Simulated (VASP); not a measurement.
## CdS: single point with PBE

Crystal: CdS.

```
Cd S
1.0
     0.00000    2.91650    2.91650
     2.91650    0.00000    2.91650
     2.91650    2.91650    0.00000
Cd S
1 1
Direct
  0.00000 0.00000 0.00000
  0.25000 0.25000 0.25000
```

- Program: VASP 6.6.1
- Task: single point
- Functional: PBE
- Potentials or basis: VASP PAW PBE potentials, release 64 (Cd, S)
- Cutoff: 520 eV
- k mesh: 8 × 8 × 8
- Occupations: gaussian, width 0.02 eV
- Spin: no spin polarisation

```json
{
 "Pressure": "3.2 GPa",
 "Band gap on the k mesh": "1.15 eV, direct"
}
```

Levels at points of the mesh, in eV from the valence-band top:
| k point | band 5 | band 6 | band 7 | band 8 | band 9 | band 10 | band 11 | band 12 | band 13 | band 14 |
| --- | --- | --- | --- | --- | --- | --- | --- | --- | --- | --- |
| (0.00, 0.00, 0.00) | -7.25 | -7.25 | 0.00 | 0.00 | 0.00 | 1.15 | 6.55 | 6.55 | 6.55 | 11.44 |
| (0.50, 0.00, 0.00) | -7.21 | -6.87 | -4.40 | -0.75 | -0.75 | 3.02 | 7.01 | 7.01 | 7.48 | 11.09 |
| (0.50, 0.50, 0.00) | -7.16 | -6.80 | -3.95 | -1.88 | -1.88 | 3.55 | 4.35 | 9.23 | 10.78 | 10.78 |

Run time: 11 s on 1 thread of Intel(R) Xeon(R) Platinum 8559C (Emerald Rapids), on a shared host, peak memory 0.18 GiB.

PBE gaps usually lie below the measured ones, often by a third to a half.
